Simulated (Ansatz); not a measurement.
# MoS2: the cost of one run

Method: reference: DFT, PBE, plane waves, PAW, in Ansatz 0.2.0.

5 further runs of the same task are left out: 1 for a known fault of the program, 4 that didn't finish.

### 1 The system as given

The structure is trigonal, space group R3m (No. 160). The conventional cell has a = 3.175 Å, b = 3.175 Å, c = 18.582 Å, α = 90.00°, β = 90.00°, γ = 120.00°. Mo (site symmetry 3m) has 6 S at 2.40 Å as nearest neighbours. S (site symmetry 3m) is surrounded by 3 Mo at 2.40 Å.

Structure file:

```
Mo S
1.0
     1.58759    0.91660    6.19394
    -1.58759    0.91660    6.19394
     0.00000   -1.83319    6.19394
Mo S
1 2
Direct
  0.99999 0.99999 0.99999
  0.41700 0.41700 0.41700
  0.24968 0.24968 0.24968
```

### 2 The reference run

The input, input.yaml:

```yaml
crystal:
  lattice:
    - [1.5875907338, 0.9165959375, 6.1939396005]
    - [-1.5875907338, 0.9165959375, 6.1939396005]
    - [0.0, -1.8331918751, 6.1939396005]
  atoms:
    - { symbol: Mo, position: [-1.46006e-05, -1.46006e-05, -1.46006e-05] }
    - { symbol: S, position: [0.417001512, 0.417001512, 0.417001512] }
    - { symbol: S, position: [0.2496797553, 0.2496797553, 0.2496797553] }
kpoints:
  mp_grid: { grid: [6, 6, 6] }
hamiltonian:
  xc: pbe
scf:
  occupations: { method: fixed }
  n_extra_bands: 4
output:
  forces: true
  stress: true
  eigenvalues: true
  write_density: true
  write_potential: true
  elf: true
  volumetric_format: npy
```

Started as:

```bash
$ ansatz run input.yaml --threads 4 --pin off --max-ram 3686MiB --backend cpu --events-out ev --progress --plain --runs-dir out
```

**Question.** How long does this run take on 4 threads of Intel Xeon Platinum 8375C at 2.90GHz (Ice Lake), shared host, and how much memory does it need?

About 1.5 s, with a peak of 0.43 GiB.
